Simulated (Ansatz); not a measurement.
# SrTiO3: the band gap up the ladder of functionals

An exercise on one series of results from a longer session: the logs are not shown, and one member is left open.

The runs shown are made with Ansatz 0.2.0. PAW datasets, plane waves. Spin-unpolarised throughout; all numbers are computed.

### The structure to begin with

The cell was relaxed beforehand with r2SCAN.

The symmetry is Pm-3m (No. 221, cubic); a = 3.907 Å in the conventional setting, 11.93 Å³ an atom. Sr has 12 O at 2.76 Å; Ti has 6 O at 1.95 Å; O has 2 Ti at 1.95 Å and 4 Sr at 2.76 Å.

Coordinates:

```cif
data_structure
_symmetry_space_group_name_H-M 'Pm-3m'
_symmetry_Int_Tables_number 221
_cell_length_a 3.9069
_cell_length_b 3.9069
_cell_length_c 3.9069
_cell_angle_alpha 90.000
_cell_angle_beta 90.000
_cell_angle_gamma 90.000
_cell_volume 59.63
loop_
_atom_site_label
_atom_site_type_symbol
_atom_site_symmetry_multiplicity
_atom_site_Wyckoff_symbol
_atom_site_fract_x
_atom_site_fract_y
_atom_site_fract_z
_atom_site_occupancy
Sr1 Sr 1 a 0.00000 0.00000 0.00000 1
Ti1 Ti 1 b 0.50000 0.50000 0.50000 1
O1 O 3 c 0.50000 0.00000 0.50000 1
```

Set-up of the first run:

File input.yaml:

```yaml
crystal:
  lattice:
    - [3.9068515433, 0.0, 0.0]
    - [0.0, 3.9068515433, 0.0]
    - [0.0, 0.0, 3.9068515433]
  atoms:
    - { symbol: Sr, position: [0.0, 0.0, 0.0] }
    - { symbol: Ti, position: [0.5, 0.5, 0.5] }
    - { symbol: O, position: [0.5, 0.0, 0.5] }
    - { symbol: O, position: [0.5, 0.5, 0.0] }
    - { symbol: O, position: [0.0, 0.5, 0.5] }
kpoints:
  mp_grid: { grid: [6, 6, 6] }
  band_path:
    path:
      - [[0.0, 0.0, 0.0], [1.038496889291e-52, 0.5, -1.755084379544e-69], [0.5, 0.5, -3.286414346782e-35], [0.0, 0.0, 0.0], [0.5, 0.5, 0.5], [1.038496889291e-52, 0.5, -1.755084379544e-69]]
      - [[0.5, 0.5, 0.5], [0.5, 0.5, -3.286414346782e-35]]
    npoints: 10
hamiltonian:
  xc: pbe
scf:
  occupations: { method: fermi_dirac, width: 0.02 }
  n_extra_bands: 5
output:
  forces: true
  stress: true
  eigenvalues: true
```

Launch:

```sh
$ ansatz run input.yaml --threads 4 --pin off --max-ram 6451MiB --backend cpu --events-out ev --progress --plain --runs-dir out
```

Steps of the session up to this table: PBE band path; r2SCAN at the same geometry; HSE06; PBE+SOC at the same geometry; PBE0 at the same geometry.

One of the session's tables, all rows but one given; the rest of the session is left out.

```
  level  gap (eV)
    PBE      1.88
 r2SCAN      2.26
  HSE06      3.32
PBE+SOC      1.87
   PBE0         ?
```

**Question.** Estimate the row for PBE0.

As computed: gap (eV): 4.07. In the column «gap (eV)» it is the highest.

Meshes: PBE 6×6×6, r2SCAN 6×6×6, HSE06 4×4×4, PBE+SOC 6×6×6, PBE0 4×4×4

PBE+SOC gives the least gap, 1.87 eV, and PBE0 the largest, 4.07 eV. Against HSE06, PBE is short by 1.44 eV, at 57 % of it, and r2SCAN 68 %. PBE0 lies 0.75 eV above HSE06, which differs from it by screening the long-range exchange.

To keep in mind: Warnings in the runs' records: stress exchange threshold loose, stress scf threshold loose.
